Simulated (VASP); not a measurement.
Crystal: C.

```xyz
2
Lattice="2.1273 -1.2283 0.0000 2.1273 1.2283 0.0000 -1.3791 0.0000 3.5028" Properties=species:S:1:pos:R:3 pbc="T T T"
C    -0.6699    0.0000    3.5025
C     3.5455    0.0000    0.0003
```

This is a stacking variant of graphite.

- Program: VASP 6.6.1
- Task: relaxation of cell and atoms
- Functional: PBE
- Potentials or basis: VASP PAW PBE potentials, release 64 (C)
- Cutoff: 900 eV
- k mesh: 13 × 13 × 8
- Occupations: tetrahedron
- Spin: no spin polarisation

At the start: pressure 3.9 GPa; volume 9.15 Å³/atom.

Q: How do energy, volume and symmetry change on relaxing?

A: Over 31 steps the energy falls by 8.2 meV/atom and the volume is 10.60 Å³/atom (+15.8 %); space group R-3m (No. 166, to 0.05 Å).

The path:
```
step  energy change (eV)  largest force (eV/Å)  pressure (GPa)  volume (Å³)
   1              0.0000                0.0046            3.94        18.31
   2              0.0079                0.0080           -6.31        18.91
   3             -0.0027                0.0020            0.36        18.51
   4             -0.0040                0.0040            0.31        18.61
   5             -0.0074                0.0207            0.24        18.92
   6             -0.0121                0.0549            0.14        19.54
   7             -0.0159                0.1251            0.00        20.78
   8             -0.0097                0.7978            0.40        21.03
   9             -0.0162                0.0606            0.05        20.82
  10             -0.0161                0.0843            0.14        20.89
  11             -0.0163                0.0073            0.09        20.85
  12             -0.0163                0.0527           -0.01        20.87
  13             -0.0163                0.0184            0.04        20.86
  14             -0.0163                0.0073            0.02        20.88
  15             -0.0163                0.0098            0.01        20.88
  16             -0.0163                0.0126            0.03        20.89
  17             -0.0163                0.0231            0.12        20.93
  18             -0.0164                0.0464            0.29        21.00
  19             -0.0164                0.0445            0.28        21.00
  20             -0.0164                0.0392            0.27        21.02
  21             -0.0164                0.0320            0.25        21.05
  22             -0.0164                0.0384            0.14        21.12
  23             -0.0164                0.0350            0.18        21.11
  24             -0.0164                0.0366            0.18        21.12
  25             -0.0164                0.0376            0.17        21.12
  26             -0.0164                0.0306            0.12        21.13
  27             -0.0165                0.0149           -0.04        21.16
  28             -0.0165                0.0157           -0.11        21.18
  29             -0.0165                0.0065           -0.09        21.19
  30             -0.0165                0.0101           -0.06        21.20
  31             -0.0165                0.0078            0.00        21.19
```

Final structure:
```
C
1.0
     2.13627   -1.23339   -0.00411
     2.13627    1.23339   -0.00411
    -1.39156    0.00000    4.02471
C
2
Direct
  0.16665 0.16665 0.99993
  0.83335 0.83335 0.00007
```

Caveat: the volume moved by over 15 % at a fixed basis, so the end points are rough; this functional lacks dispersion, which binds the layers, so the pressure and a relaxed spacing across them are unreliable, and here the layers came unbound.
